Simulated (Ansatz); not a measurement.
## SrCl₂ (3R-MoS2 type) from LDA to hybrids

All numbers come from Ansatz. The calculation is non-magnetic, and the structure need not be a phase that has been made.

SrCl₂ built on the 3R-MoS2 prototype, relaxed with r2SCAN+rVV10. Space group R3m (No. 160), trigonal; a = 4.171 Å, c = 18.405 Å in the conventional setting, 30.82 Å³ an atom. Around Sr lie 6 Cl at 2.92 Å; around Cl lie 3 Sr at 2.92 Å.

```cif
data_structure
_symmetry_space_group_name_H-M 'R3m:H'
_symmetry_Int_Tables_number 160
_cell_length_a 4.1715
_cell_length_b 4.1715
_cell_length_c 18.4051
_cell_angle_alpha 90.000
_cell_angle_beta 90.000
_cell_angle_gamma 120.000
_cell_volume 277.37
loop_
_atom_site_label
_atom_site_type_symbol
_atom_site_symmetry_multiplicity
_atom_site_Wyckoff_symbol
_atom_site_fract_x
_atom_site_fract_y
_atom_site_fract_z
_atom_site_occupancy
Sr1 Sr 3 a 0.66667 0.33333 0.33313 1
Cl1 Cl 3 a 0.33333 0.66667 0.24389 1
Cl2 Cl 3 a 0.66667 0.33333 0.08964 1
```

Relaxed lattice by functional, symmetry kept:
```
  functional  k mesh  a (Å)   c (Å)  volume (Å³/atom)
  PBE-D3(BJ)   8×8×8  4.176  18.413             30.90
r2SCAN+rVV10   6×6×6  4.171  18.405             30.82
```

Band edges at fixed r2SCAN+rVV10 geometry:

| level | k mesh | gap (eV) | kind | edges | least direct gap (eV) | rough cost |
| --- | --- | --- | --- | --- | --- | --- |
| LDA | 8×8×8 | 3.91 | direct | Γ | 3.91 | 12 core-seconds |
| PBE | 8×8×8 | 4.34 | direct | Γ | 4.34 | 10 core-seconds |
| PBE+SOC | 8×8×8 | 4.34 | direct | Γ | 4.34 | 40 core-seconds |
| r2SCAN | 8×8×8 | 4.87 | direct | Γ | 4.87 | 21 core-seconds |
| HSE06 | 6×6×6 | 5.57 | direct | Γ | 5.57 | 5 core-minutes |
| HSE06+SOC | 4×4×4 | 5.57 | direct | Γ | 5.57 | 6 core-minutes |
| DDH-PBE0 | 6×6×6 | 7.22 | direct | Γ | 7.22 | 5 core-minutes |
| PBE0 | 6×6×6 | 6.29 | direct | Γ | 6.29 | 6 core-minutes |
| G0W0@PBE (275 empty bands, 120 eV, 4×4×4) | 4×4×4 | 6.48 | – | Γ (mesh) | – | 4 core-minutes |
| G0W0@PBE (685 empty bands, 220 eV, 4×4×4) | 4×4×4 | 6.64 | – | Γ (mesh) | – | 40 core-minutes |

PBE: smearing of 0.02 eV; the others have fixed occupations.
Wave cutoffs: 420 eV, 500 eV (r2SCAN).
The G0W0 gap is PBE's gap over the path plus the quasiparticle shift read on the mesh. The G0W0 figures hold for the stated bands, cutoff and mesh and aren't extrapolated.
Costs come from shared machines and give only the order; PBE's includes the band path. The runs had 2 threads of Intel(R) Xeon(R) Platinum 8488C (Sapphire Rapids) (shared host).

With HSE06 the gap is 5.57 eV and direct, at Γ. Spin-orbit coupling changes the PBE gap by 0.00 eV, to 4.34 eV.

r2SCAN covers 43 % of the step from PBE to HSE06, while HSE06 needs about 14 times r2SCAN's cost (on a coarser mesh). Among these functionals the gap stays direct.

Only the levels marked +SOC include spin-orbit coupling.

The meshes of the hybrids are coarse, so their gaps aren't converged to the digits shown.
